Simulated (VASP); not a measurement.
# AlN (F-43m) in VASP: settings compared

Aim: see how the results for AlN move with the level of theory and the settings. Levels: PBEsol, r2SCAN. Tasks: single point.

All numbers are computed with VASP 6.6.1; they aren't measurements. Logs are shortened: lines on timing, memory, paths and dates and some standing lists are left out, and cuts for length are marked.

**1. Starting point**

Symmetry: F-43m, No. 216, cubic system. The conventional cell has a = 4.377 Å, b = 4.377 Å, c = 4.377 Å, α = 90.00°, β = 90.00°, γ = 90.00°. Al (site symmetry -43m) has 4 N at 1.90 Å as nearest neighbours. Around N (site symmetry -43m) lie 4 Al at 1.90 Å.

Measurements of this composition are mostly on another form, of space group No. 186.

**2. Single point, PBEsol**

INCAR

```
PREC = Accurate
ENCUT = 900
EDIFF = 1E-6
ISMEAR = 0
SIGMA = 0.02
LREAL = F
LASPH = T
NELM = 60
ALGO = Fast
ISIF = 2
LWAVE = F
LCHARG = F
GGA = PS
NBANDS = 11
```

KPOINTS

```
regular mesh
0
Gamma
  10 10 10
```

POSCAR

```
AlN
1.0
    0.0000000000      2.1882900000      2.1882900000
    2.1882900000      0.0000000000      2.1882900000
    2.1882900000      2.1882900000      0.0000000000
Al N
1 1
Direct
    0.0000000000      0.0000000000      0.0000000000
    0.2500000000      0.2500000000      0.2500000000
```

Potentials or basis: VASP PAW PBE potentials, release 64 (Al, N_h).

On the command line:

```bash
> cat potpaw_PBE.64/Al/POTCAR potpaw_PBE.64/N_h/POTCAR > POTCAR
> mpirun -np 1 vasp_std > vasp.out
```

OUTCAR:

```text
PREC = Accurate
   ENCUT = 900
   EDIFF = 1E-6
   ISMEAR = 0
   LREAL = F
   LASPH = T
   NELM = 60
   ISIF = 2
   GGA = PS

 ion  position               nearest neighbor table
   1  0.000  0.000  0.000-   2 1.90   2 1.90   2 1.90   2 1.90
   2  0.250  0.250  0.250-   1 1.90   1 1.90   1 1.90   1 1.90

  LATTYP: Found a face centered cubic cell.
 ALAT       =     4.3765800000

  Lattice vectors:

 A1 = (   0.0000000000,   2.1882900000,   2.1882900000)
 A2 = (   2.1882900000,   0.0000000000,   2.1882900000)
 A3 = (   2.1882900000,   2.1882900000,   0.0000000000)

Analysis of symmetry for initial positions (statically):
=====================================================================
 Subroutine PRICEL returns:
 Original cell was already a primitive cell.

 Routine SETGRP: Setting up the symmetry group for a
 face centered cubic supercell.

 Subroutine GETGRP returns: Found 24 space group operations
 (whereof 24 operations were pure point group operations)
 out of a pool of 48 trial point group operations.

The static configuration has the point symmetry T_d .

Analysis of symmetry for dynamics (positions and initial velocities):
=====================================================================
 Subroutine PRICEL returns:
 Original cell was already a primitive cell.

 Routine SETGRP: Setting up the symmetry group for a
 face centered cubic supercell.

 Subroutine GETGRP returns: Found 24 space group operations
 (whereof 24 operations were pure point group operations)
 out of a pool of 48 trial point group operations.

The dynamic configuration has the point symmetry T_d .

 Subroutine INISYM returns: Found 24 space group operations
 (whereof 24 operations are pure point group operations),
 and found     1 'primitive' translations

----------------------------------------------------------------------------------------

                                     Primitive cell

  volume of cell :      20.9577

  direct lattice vectors                    reciprocal lattice vectors
     0.000000000  2.188290000  2.188290000    -0.228488911  0.228488911  0.228488911
     2.188290000  0.000000000  2.188290000     0.228488911 -0.228488911  0.228488911
     2.188290000  2.188290000  0.000000000     0.228488911  0.228488911 -0.228488911

  length of vectors
     3.094709396  3.094709396  3.094709396     0.395754404  0.395754404  0.395754404

  position of ions in fractional coordinates (direct lattice)
     0.000000000  0.000000000  0.000000000
     0.250000000  0.250000000  0.250000000

  ion indices of the primitive-cell ions
   primitive index   ion index
                 1           1
                 2           2

----------------------------------------------------------------------------------------

 KPOINTS: regular mesh

Automatic generation of k-mesh.
 Grid dimensions read from file:
 generate k-points for:   10   10   10

 Generating k-lattice:

  Cartesian coordinates                     Fractional coordinates (reciprocal lattice)
    -0.022848891  0.022848891  0.022848891     0.100000000  0.000000000  0.000000000
     0.022848891 -0.022848891  0.022848891     0.000000000  0.100000000  0.000000000
     0.022848891  0.022848891 -0.022848891     0.000000000  0.000000000  0.100000000

  Length of vectors
     0.039575440  0.039575440  0.039575440

  Shift w.r.t. Gamma in fractional coordinates (k-lattice)
     0.000000000  0.000000000  0.000000000

 Subroutine IBZKPT returns following result:
 ===========================================

 Found     47 irreducible k-points:

 Following reciprocal coordinates:
            Coordinates               Weight
  0.000000  0.000000  0.000000      1.000000
  0.100000  0.000000  0.000000      8.000000
  0.200000  0.000000  0.000000      8.000000
  0.300000  0.000000  0.000000      8.000000
  0.400000  0.000000  0.000000      8.000000
  0.500000  0.000000  0.000000      4.000000
[... 16 lines left out ...]
  0.300000  0.300000  0.000000      6.000000
  0.400000  0.300000  0.000000     24.000000
 [... further k-points ...]
   k-points           NKPTS =     47   k-points in BZ     NKDIM =     47   number of bands    NBANDS=     11
   number of dos      NEDOS =    301   number of ions     NIONS =      2
   total plane-waves  NPLWV =  27000
   dimension x,y,z NGX =    30 NGY =   30 NGZ =   30
   dimension x,y,z NGXF=    60 NGYF=   60 NGZF=   60
   ions per type =               1   1
   NGX,Y,Z   is equivalent  to a cutoff of  16.12, 16.12, 16.12 a.u.
   NGXF,Y,Z  is equivalent  to a cutoff of  32.23, 32.23, 32.23 a.u.
 SYSTEM =  unknown system
   PREC   = accura    normal or accurate (medium, high low for compatibility)
   ISTART =      0    job   : 0-new  1-cont  2-samecut
   ICHARG =      2    charge: 1-file 2-atom 10-const
   ISPIN  =      1    spin polarized calculation?
   LNONCOLLINEAR =      F non collinear calculations
   LSORBIT =      F    spin-orbit coupling
   LASPH  =      T    aspherical Exc in radial PAW
   ENCUT  =  900.0 eV  66.15 Ry    8.13 a.u.   7.57  7.57  7.57*2*pi/ulx,y,z
   NELM   =     60;   NELMIN=  2; NELMDL= -5     # of ELM steps
   EDIFF  = 0.1E-05   stopping-criterion for ELM
   LREAL  =      F    real-space projection
   EDIFFG = 0.1E-04   stopping-criterion for IOM
   NSW    =      0    number of steps for IOM
   IBRION =     -1    ionic relax: 0-MD 1-quasi-New 2-CG
   NFREE  =      0    steps in history (QN), initial steepest desc. (CG)
   ISIF   =      2    stress and relaxation
   ISYM   =      2    0-nonsym 1-usesym 2-fastsym
   POTIM  = 0.5000    time-step for ionic-motion
   TEBEG  =    0.0;   TEEND  =   0.0 temperature during run
   PSTRESS=    0.0 pullay stress
   NELECT =       8.0000    total number of electrons
   NUPDOWN=      -1.0000    fix difference up-down
   EMIN   =  10.00;   EMAX   =-10.00  energy-range for DOS
   EFERMI =   0.00;   METHOD = LEGACY
   ISMEAR =     0;   SIGMA  =   0.02  broadening in eV -4-tet -1-fermi 0-gaus
   EFERMI_NEDOS =   21; number of points for ismear=-14 and -15
   IALGO  =     68    algorithm
   IMIX   =      4    mixing-type and parameters
     AMIX     =   0.40;   BMIX     =  1.00
     AMIX_MAG =   1.60;   BMIX_MAG =  1.00
  volume/ion in A,a.u.               =      10.48        70.71
  Fermi-wavevector in a.u.,A,eV,Ry     =   1.187563  2.244168 19.188373  1.410306
  Thomas-Fermi vector in A             =   2.323711
   LORBIT       =      0    0 simple, 1 ext, 2 COOP (PROOUT), +10 PAW based schemes
   GGA     = PS    functional components
   LHFCALC =     F    Hartree Fock is set to
   AEXX    =    0.0000 exact exchange contribution
   IVDW    =     0    specifies the selected vdW correction
   LEPSILON=     F    determine dielectric tensor
   LRPA    =     F    only Hartree local field effects (RPA)
 non-spin polarized calculation
 RMM-DIIS sequential band-by-band and
 Gauss-broadening in eV      SIGMA  =   0.02
  energy-cutoff  :      900.00
  volume of cell :       20.96
 maximum number of plane-waves:      1307
   NGX = 15   NGY = 15   NGZ = 15

 number of electron       8.0000000 magnetization

 Free energy of the ion-electron system (eV)
  ---------------------------------------------------
  ext. energy  EPLUGINS =         0.00000000
  ---------------------------------------------------
  free energy    TOTEN  =       -15.61917331 eV

  energy without entropy =      -15.61917331  energy(sigma->0) =      -15.61917331

 E-fermi :   6.2688     XC(G=0): -11.1202

 val. band max:        6.1446168922   @ k =   0.0000   0.0000   0.0000
 cond. band min:       9.3322906911   @ k =   0.5000   0.5000   0.0000
 fundamental gap:      3.1876737989
 Fermi energy:         6.2688108051

 k-point     1 :       0.0000    0.0000    0.0000
  band No.  band energies     occupation
      1      -8.7802      2.00000
      2       6.1446      2.00000
      3       6.1446      2.00000
      4       6.1446      2.00000
      5      10.2297      0.00000
      6      18.5578      0.00000
      7      18.5578      0.00000
      8      18.5578      0.00000
      9      23.6855      0.00000
     10      23.6856      0.00000
     11      25.0294      0.00000

 k-point     2 :       0.1000    0.0000    0.0000
  band No.  band energies     occupation
      1      -8.6333      2.00000
      2       5.3241      2.00000
      3       6.0925      2.00000
      4       6.0925      2.00000
      5      10.8950      0.00000
      6      18.1674      0.00000
      7      18.6914      0.00000
      8      18.6914      0.00000
      9      22.4151      0.00000
     10      22.4151      0.00000
     11      24.2230      0.00000

 k-point     3 :       0.2000    0.0000    0.0000
  band No.  band energies     occupation
      1      -8.2145      2.00000
      2       3.7120      2.00000
      3       5.9631      2.00000
      4       5.9631      2.00000
      5      12.0150      0.00000
      6      17.3664      0.00000
      7      18.6211      0.00000
      8      18.6211      0.00000
      9      21.8820      0.00000
     10      21.8820      0.00000
     11      23.3519      0.00000

 k-point     4 :       0.3000    0.0000    0.0000
  band No.  band energies     occupation
      1      -7.6050      2.00000
      2       2.0608      2.00000
      3       5.8151      2.00000
      4       5.8151      2.00000
      5      12.8447      0.00000
      6      16.6116      0.00000
      7      17.9609      0.00000
      8      17.9609      0.00000
      9      22.9346      0.00000
     10      22.9346      0.00000
     11      23.1636      0.00000

 k-point     5 :       0.4000    0.0000    0.0000
  band No.  band energies     occupation
      1      -6.9931      2.00000
      2       0.7696      2.00000
      3       5.7036      2.00000
      4       5.7036      2.00000
      5      13.2614      0.00000
      6      16.0761      0.00000
      7      17.3641      0.00000
      8      17.3641      0.00000
      9      23.5808      0.00000
     10      24.7510      0.00000
     11      24.7510      0.00000
[... 211 lines left out ...]
 k-point    21 :      -0.3000    0.2000    0.0000
  band No.  band energies     occupation
      1      -6.8381      2.00000
      2       1.5163      2.00000
      3       3.9339      2.00000
      4       5.6230      2.00000
      5      13.9083      0.00000
      6      15.0597      0.00000
      7      17.7825      0.00000
      8      18.3083      0.00000
      9      22.3732      0.00000
     10      24.6547      0.00000
     11      27.2362      0.00000

 k-point    22 :      -0.2000    0.2000    0.0000
  band No.  band energies     occupation
      1      -7.4048      2.00000
      2       2.3657      2.00000
      3       4.4405      2.00000
      4       5.8894      2.00000
      5      13.5886      0.00000
      6      15.9538      0.00000
      7      17.3942      0.00000
      8      18.5004      0.00000
      9      20.9569      0.00000
     10      24.3879      0.00000
     11      27.2979      0.00000

 k-point    23 :       0.3000    0.3000    0.0000
  band No.  band energies     occupation
      1      -7.2267      2.00000
      2       2.6122      2.00000
      3       4.8976      2.00000
      4       4.8976      2.00000
      5      11.3505      0.00000
      6      15.6832      0.00000
      7      17.8804      0.00000
      8      20.4850      0.00000
      9      20.4850      0.00000
     10      26.3661      0.00000
     11      29.7203      0.00000

 k-point    24 :       0.4000    0.3000    0.0000
  band No.  band energies     occupation
      1      -6.7592      2.00000
      2       1.9752      2.00000
      3       4.4307      2.00000
      4       4.7334      2.00000
      5      10.9343      0.00000
      6      15.5160      0.00000
      7      18.2511      0.00000
      8      20.5705      0.00000
      9      21.0741      0.00000
     10      27.2760      0.00000
     11      29.5098      0.00000

 [... further k-points ...]

------------------------ aborting loop because EDIFF is reached ----------------------------------------

  FORCE on cell =-STRESS in cart. coord.  units (eV):
  Direction    XX          YY          ZZ          XY          YZ          ZX
  --------------------------------------------------------------------------------------
  -------------------------------------------------------------------------------------
  Total        0.0136578      0.0136578      0.0136578      0.0000000      0.0000000      0.0000000
  in kB        1.0441139      1.0441139      1.0441139      0.0000000      0.0000000      0.0000000
  external PRESSURE =       1.0441139 kB  Pullay stress =       0.0000000 kB

 VOLUME and BASIS-vectors are now :
 -----------------------------------------------------------------------------
  energy-cutoff  :      900.00
  volume of cell :       20.96
      direct lattice vectors                 reciprocal lattice vectors
     0.000000000  2.188290000  2.188290000    -0.228488911  0.228488911  0.228488911
     2.188290000  0.000000000  2.188290000     0.228488911 -0.228488911  0.228488911
     2.188290000  2.188290000  0.000000000     0.228488911  0.228488911 -0.228488911

 POSITION                                       TOTAL-FORCE (eV/Angst)
 -----------------------------------------------------------------------------------
      0.00000      0.00000      0.00000        -0.000000     -0.000000     -0.000000
      1.09414      1.09414      1.09414         0.000000      0.000000      0.000000
 -----------------------------------------------------------------------------------
    total drift:                                0.000000      0.000000      0.000000

  FREE ENERGIE OF THE ION-ELECTRON SYSTEM (eV)
  ---------------------------------------------------
  free  energy   TOTEN  =       -15.6191733061 eV

  energy  without entropy=      -15.6191733061  energy(sigma->0) =      -15.61917331
```

Run time: 15 s. Hardware: 1 thread of Intel Xeon Platinum 8488C (Sapphire Rapids), shared host; peak memory 0.16 GiB.

Results:

- Free energy: -15.6192 eV
- Pressure: 0.1 GPa
- Band gap on the k mesh: 3.19 eV, indirect (least direct gap 4.09 eV)

Caveat: the cutoff is under 1.25 times the usual one of these potentials, so pressure, stress and relaxed cells hold a basis-set (Pulay) error; the PAW data sets were made with another functional, which shifts forces and pressure a little. Expect the measured gap to be larger: semilocal functionals such as PBEsol lack the derivative discontinuity.

**3. Single point, r2SCAN**

INCAR

```
PREC = Accurate
ENCUT = 520
EDIFF = 1E-6
ISMEAR = 0
SIGMA = 0.02
LREAL = F
LASPH = T
NELM = 60
ALGO = Normal
ISIF = 2
LWAVE = F
LCHARG = F
METAGGA = R2SCAN
LMIXTAU = T
NBANDS = 11
```

KPOINTS is that of step 2.

POSCAR is that of step 2.

Potentials or basis: VASP PAW PBE potentials, release 64 (Al, N).

On the command line:

```bash
> cat potpaw_PBE.64/Al/POTCAR potpaw_PBE.64/N/POTCAR > POTCAR
> mpirun -np 1 vasp_std > vasp.out
```

Wall time 38 s (1 thread of Intel Xeon Platinum 8488C (Sapphire Rapids), shared host); peak memory 0.14 GiB.

It converged, with:

```
Free energy            : -19.1793 eV
Pressure               : -1.4 GPa
Band gap on the k mesh : 3.93 eV, indirect (least direct gap 4.84 eV)
```

Levels at points of the mesh, in eV from the valence-band top:
```tsv
k point	band 1	band 2	band 3	band 4	band 5	band 6	band 7	band 8
(0.00, 0.00, 0.00)	-15.71	0.00	0.00	0.00	4.84	13.46	13.46	13.46
(0.50, 0.00, 0.00)	-13.71	-5.87	-0.49	-0.49	8.16	10.78	11.91	11.91
(0.50, 0.50, 0.00)	-13.09	-4.93	-1.80	-1.80	3.93	9.44	15.12	16.88
```

Caveat: the PAW data sets were made with another functional, which shifts forces and pressure a little.
